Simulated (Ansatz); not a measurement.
# Cu (I4/mmm) in Ansatz: reference runs

How does Cu come out in PBE? The cell is run as given and disturbed.

Program: Ansatz 0.2.0. These are calculated values, not measurements. Logs are shortened: lines on timing, memory, paths and dates and some standing lists are left out, and cuts for length are marked.

### 1 Starting point

The structure is tetragonal, space group I4/mmm (No. 139). The conventional cell has a = 2.886 Å, b = 2.886 Å, c = 2.752 Å, α = 90.00°, β = 90.00°, γ = 90.00°. Around Cu (site symmetry 4/mmm) lie 10 Cu at 2.46 to 2.75 Å.

This isn't the form of Cu at room conditions, which is fcc.

### 2 Single point, PBE

The input, input.yaml:

```yaml
crystal:
  lattice:
    - [-1.44279332, 1.44279332, 1.37608145]
    - [1.44279332, -1.44279332, 1.37608145]
    - [1.44279332, 1.44279332, -1.37608145]
  atoms:
    - { symbol: Cu, position: [0.0, 0.0, 0.0] }
hamiltonian:
  xc: pbe
  pseudopotentials: { kind: paw }
kpoints:
  mp_grid: { grid: [13, 13, 13] }
scf:
  occupations: { method: fermi_dirac, width: 0.05 }
output:
  forces: true
  stress: true
  eigenvalues: true
  write_density: true
  write_potential: true
  elf: true
  volumetric_format: npy
```

Potentials or basis: Ansatz PAW.

Command:

```
> ansatz run input.yaml --threads 1 --pin off --max-ram 2560MiB --backend cpu --events-out ev --progress --plain --runs-dir out
```

Standard output:

```text
Warning: RAYON_NUM_THREADS=1 ignored (pool sized by the plan → 1); use --threads N
Engine: ansatz 0.2.0, aarch64-unknown-linux-gnu
Pseudopotentials: kind: paw
Pseudopotential: Cu, paw, valence charge 19, recommended cutoff 420 eV (normal), Cu.paw.azcp
Functional definition: PBE
  parameter kappa = 0.804
  parameter beta = 0.06672455060314922
  exchange = pbe_x(kappa = kappa, mu = beta*pi^2/3)
  correlation = pbe_c(beta = beta)
Crystal: 1 atoms, lattice volume = 11.458 Å³
Basis set: ecut = 420 eV, 225 PW (Γ), exchange–correlation on 36×36×36 points (8 copies of the dense FFT grid, shifted against one another)
Bands: 14, of which v1, the nominal top of the filled ones, is band 10 counted from 1 (9 counted from 0)
Symmetry: 16 space group operations
Space group: I4/mmm (ITA 139), of the structure as read, at distance tolerance 2.3e-5 Å
k-points: 196 of 2197
Non-local potential: Cu, projectors of the file, l = 0: 3, l = 1: 2, l = 2: 3, l = 3: 1
PAW form: soft (Blöchl's): semilocal exchange-correlation on the pseudo side does not see the compensation charge
PAW one-centre angular grid: Cu, 590 points (default); XC on 64 Gauss nodes
Initial density: superposition of atomic densities (neutral atoms: chi_scale 0, normalization atom), corrected by the library's trained network
Initial wavefunctions: pseudopotential atomic-orbital guess
Functional: x = pbe(κ = 0.804, μ = 0.2195149727645171), c = pbe(β = 0.06672455060314922)
SCF iter   1: F=—  HF=-6625.131498 eV  |F-HF|=—  |Δ(HF+E_count)|=         —  Δρ=1.29e-3  dr2=7.71e-5  ethr=1.77e-3  ⟨swp⟩=5.5  Hψ=13881  notcnv=0
preconditioner: auto → none  [metal: Δε(μ)=0.038 eV  Ē_g=17.604 eV  σ=0.050 eV  W_gap=0.19  n_scr=0 (ndim 8)  ℏωp=36.4 eV  f_vac=0.000  D(μ)=0.33/eV (n_scr^D=0)]
SCF iter   2: F=—  HF=-6625.131620 eV  |F-HF|=—  |Δ(HF+E_count)|=   1.22e-4  Δρ=5.05e-4  dr2=5.61e-6  ethr=4.06e-7  ⟨swp⟩=2.4  Hψ=6342  notcnv=0
SCF iter   3: F=—  HF=-6625.131635 eV  |F-HF|=—  |Δ(HF+E_count)|=   1.45e-5  Δρ=1.26e-4  dr2=4.54e-7  ethr=2.95e-8  ⟨swp⟩=2.1  Hψ=3655  notcnv=0
iter 4 did not close the SCF: its close was put off for the readings that it lacked (scf_convergence_deferred on its scf_iter line)
SCF iter   4: F=-6625.131635 eV  HF=-6625.131635 eV  |F-HF|=2.70e-8  |Δ(HF+E_count)|=   9.35e-7  Δρ=1.99e-5  dr2=2.13e-8  ethr=2.39e-9  ⟨swp⟩=2.0  Hψ=3754  notcnv=0
iter 5 did not close the SCF: its close was put off for the readings that it lacked (scf_convergence_deferred on its scf_iter line)
SCF iter   5: F=-6625.131635 eV  HF=-6625.131635 eV  |F-HF|=4.87e-10  |Δ(HF+E_count)|=   3.23e-9  Δρ=2.95e-6  dr2=2.16e-10  ethr=1.12e-10  ⟨swp⟩=2.2  Hψ=3915  notcnv=0
SCF iter   6: F=-6625.131635 eV  HF=-6625.131635 eV  |F-HF|=2.73e-12  |Δ(HF+E_count)|=  5.35e-10  Δρ=1.90e-7  dr2=9.60e-13  ethr=1.14e-12  ⟨swp⟩=4.7  Hψ=12799  notcnv=0
SCF 1 converged in 6 iterations: F = -6625.131635 eV  dr2 = 9.60e-13
SCF converged after 6 iterations
Free energy (F): -6625.131635 eV
Harris-Foulkes:  -6625.131635 eV  (|F-HF|=2.73e-12)
Internal energy: -6625.129042 eV  (E = F + TS)
E sigma→0 (E₀):  -6625.130339 eV
Entropy (-TS):   -0.002594 eV (-2.594 meV/atom)
Fermi energy:    17.386057 eV
--- Per-component energies (eV) ---
  E_band       = -348.245590
  E_kinetic    = 300.386642
  E_local      = -3994.566982  (includes V_loc(G=0)·N_el)
  E_nonlocal   = 389.667188
  E_hartree    = 1761.779049
  E_xc         = -89.847455
  E_vxc        = -115.969419  (∫ρ·V_xc dr)
  E_paw        = -1662.613110  (= ΣΔE_a)
  E_vpaw       = -451.321382  (= ΣTr[D̂ρ^β])
  E_aug_tail   = 0.000278  (compensation charges beyond the density's cutoff)
  E_ewald      = -3329.934651
  E_smearing   = -0.002594  (= −TS)
  E_closure    = 0.000000  (closes the sum)
  Σ components = -6625.131635   (vs F -6625.131635, Δ=0.00e0)
--- Forces (eV/Å), atoms counted from 1 ---
  atom   1  Cu     0.00000000     0.00000000     0.00000000
  max |Σ_I F_I| component: 1.60e-31 eV/Å
--- Stress (GPa, compression-positive) ---
        7.316297      -0.000000       0.000000
       -0.000000       7.316297       0.000000
        0.000000       0.000000       7.342199
  P = ⅓ Tr σ = 7.3249 GPa (73.249 kbar)
--- Band table (eV; the first three rows and the last of 196) ---
  k-point 0: bands = ["-95.2149", "-52.5189", "-52.5158", "-52.5158", "7.7913", "14.1351", "14.3330", "14.3330", "15.2152", "15.4239", "42.3062", "42.3062", "43.5660", "46.0587"]
  k-point 1: bands = ["-95.2139", "-52.5231", "-52.5212", "-52.5156", "8.0170", "14.1384", "14.2939", "14.4214", "15.1715", "15.4196", "39.6855", "42.1271", "43.0335", "44.4637"]
  k-point 2: bands = ["-95.2112", "-52.5431", "-52.5278", "-52.5150", "8.6782", "14.1327", "14.1864", "14.6726", "15.0814", "15.4091", "35.6038", "40.7730", "42.0738", "42.3283"]
  k-point 195: bands = ["-95.1842", "-52.6134", "-52.6126", "-52.6040", "12.6435", "12.6951", "15.8541", "15.8882", "15.8910", "24.1993", "25.3131", "27.1415", "31.0989", "32.0401"]
```

Run time: 2.1 s. Hardware: 1 thread of Arm Neoverse V2, shared host; peak memory 0.29 GiB.

Results:

* Free energy: -6625.1316 eV
* Pressure: 7.3 GPa
* Band gap on the k mesh: none (metal or under the smearing width)

### 3 Single point, PBE (cell strained at random at fixed volume)

The input, input.yaml:

```yaml
crystal:
  lattice:
    - [-1.410797, 1.441616, 1.366737]
    - [1.391944, -1.454551, 1.360532]
    - [1.460979, 1.504733, -1.380299]
  atoms:
    - { symbol: Cu, position: [0.018792, 0.002861, 0.014387] }
hamiltonian:
  xc: pbe
  pseudopotentials: { kind: paw }
kpoints:
  mp_grid: { grid: [13, 13, 13] }
scf:
  occupations: { method: fermi_dirac, width: 0.05 }
output:
  forces: true
  stress: true
  eigenvalues: true
```

Potentials or basis: Ansatz PAW.

Command:

```
> ansatz run input.yaml --threads 1 --pin off --max-ram 2560MiB --backend cpu --events-out ev --progress --plain --runs-dir out
```

Standard output:

```text
Warning: RAYON_NUM_THREADS=1 ignored (pool sized by the plan → 1); use --threads N
[... 8 set-up lines as earlier in the session ...]
Crystal: 1 atoms, lattice volume = 11.458 Å³
Basis set: ecut = 420 eV, 223 PW (Γ), exchange–correlation on 36×36×36 points (8 copies of the dense FFT grid, shifted against one another)
Bands: 14, of which v1, the nominal top of the filled ones, is band 10 counted from 1 (9 counted from 0)
Symmetry: 2 space group operations
Space group: P-1 (ITA 2), of the structure as read, at distance tolerance 2.3e-5 Å
k-points: 1099 of 2197
[... 6 set-up lines as earlier in the session ...]
SCF iter   1: F=—  HF=-6625.126229 eV  |F-HF|=—  |Δ(HF+E_count)|=         —  Δρ=1.64e-3  dr2=1.51e-4  ethr=1.77e-3  ⟨swp⟩=5.5  Hψ=78003  notcnv=0
preconditioner: auto → none  [metal: Δε(μ)=0.018 eV  Ē_g=17.594 eV  σ=0.050 eV  W_gap=0.09  n_scr=0 (ndim 8)  ℏωp=36.4 eV  f_vac=0.000  D(μ)=0.24/eV (n_scr^D=0)]
SCF iter   2: F=—  HF=-6625.126331 eV  |F-HF|=—  |Δ(HF+E_count)|=   1.02e-4  Δρ=5.59e-4  dr2=9.53e-6  ethr=7.96e-7  ⟨swp⟩=2.1  Hψ=32354  notcnv=0
SCF iter   3: F=—  HF=-6625.126342 eV  |F-HF|=—  |Δ(HF+E_count)|=   1.10e-5  Δρ=1.62e-4  dr2=1.07e-6  ethr=5.02e-8  ⟨swp⟩=2.6  Hψ=23116  notcnv=0
iter 4 did not close the SCF: its close was put off for the readings that it lacked (scf_convergence_deferred on its scf_iter line)
SCF iter   4: F=-6625.126343 eV  HF=-6625.126343 eV  |F-HF|=1.63e-8  |Δ(HF+E_count)|=   1.09e-6  Δρ=2.87e-5  dr2=3.26e-8  ethr=5.62e-9  ⟨swp⟩=2.0  Hψ=20964  notcnv=0
iter 5 did not close the SCF: its close was put off for the readings that it lacked (scf_convergence_deferred on its scf_iter line)
SCF iter   5: F=-6625.126343 eV  HF=-6625.126343 eV  |F-HF|=2.36e-10  |Δ(HF+E_count)|=   1.39e-8  Δρ=4.09e-6  dr2=5.63e-10  ethr=1.72e-10  ⟨swp⟩=2.1  Hψ=21643  notcnv=0
SCF iter   6: F=-6625.126343 eV  HF=-6625.126343 eV  |F-HF|=1.27e-11  |Δ(HF+E_count)|=  6.71e-10  Δρ=5.74e-7  dr2=9.70e-12  ethr=2.96e-12  ⟨swp⟩=2.5  Hψ=47982  notcnv=0
SCF 1 converged in 6 iterations: F = -6625.126343 eV  dr2 = 9.70e-12
SCF converged after 6 iterations
Free energy (F): -6625.126343 eV
Harris-Foulkes:  -6625.126343 eV  (|F-HF|=1.27e-11)
Internal energy: -6625.124335 eV  (E = F + TS)
E sigma→0 (E₀):  -6625.125339 eV
Entropy (-TS):   -0.002008 eV (-2.008 meV/atom)
Fermi energy:    17.384263 eV
--- Per-component energies (eV) ---
  E_band       = -348.210073
  E_kinetic    = 300.420896
  E_local      = -3996.024664  (includes V_loc(G=0)·N_el)
  E_nonlocal   = 389.701210
  E_hartree    = 1762.519258
  E_xc         = -89.852775
  E_vxc        = -115.976626  (∫ρ·V_xc dr)
  E_paw        = -1662.639739  (= ΣΔE_a)
  E_vpaw       = -451.369606  (= ΣTr[D̂ρ^β])
  E_aug_tail   = 0.000303  (compensation charges beyond the density's cutoff)
  E_ewald      = -3329.248825
  E_smearing   = -0.002008  (= −TS)
  E_closure    = 0.000000  (closes the sum)
  Σ components = -6625.126343   (vs F -6625.126343, Δ=0.00e0)
--- Forces (eV/Å), atoms counted from 1 ---
  atom   1  Cu     0.00000000     0.00000000     0.00000000
  max |Σ_I F_I| component: 0.00e0 eV/Å
--- Stress (GPa, compression-positive) ---
        6.385932      -4.616860       1.414661
       -4.616860       8.721744       0.933334
        1.414661       0.933334       7.933436
  P = ⅓ Tr σ = 7.6804 GPa (76.804 kbar)
--- Band table (eV; the first three rows and the last of 1099) ---
  k-point 0: bands = ["-95.2120", "-52.5168", "-52.5161", "-52.5080", "7.7918", "14.0866", "14.2334", "14.4926", "15.1764", "15.4600", "41.2285", "42.7953", "43.7630", "45.2881"]
  k-point 1: bands = ["-95.2112", "-52.5198", "-52.5184", "-52.5110", "8.0073", "14.0838", "14.2034", "14.5661", "15.1475", "15.4556", "38.5615", "42.3660", "43.2941", "44.6804"]
  k-point 2: bands = ["-95.2089", "-52.5360", "-52.5238", "-52.5124", "8.6386", "14.0634", "14.1144", "14.7843", "15.0894", "15.4469", "34.5843", "40.9767", "42.2305", "42.9494"]
  k-point 1098: bands = ["-95.1952", "-52.6279", "-52.5542", "-52.5191", "12.2789", "13.5531", "14.4071", "15.2561", "15.4604", "16.8549", "25.3889", "32.3140", "33.2821", "42.4297"]
```

It took 9.1 s on 1 thread of Arm Neoverse V2, shared host; peak memory 0.44 GiB.

Results:

* Free energy: -6625.1263 eV
* Pressure: 7.7 GPa
* Band gap on the k mesh: none (metal or under the smearing width)

Levels at points of the mesh, in eV from the Fermi level:
```tsv
k point	band 7	band 8	band 9	band 10	band 11	band 12	band 13	band 14
(0.00, 0.00, 0.00)	-3.15	-2.89	-2.21	-1.92	23.84	25.41	26.38	27.90
```
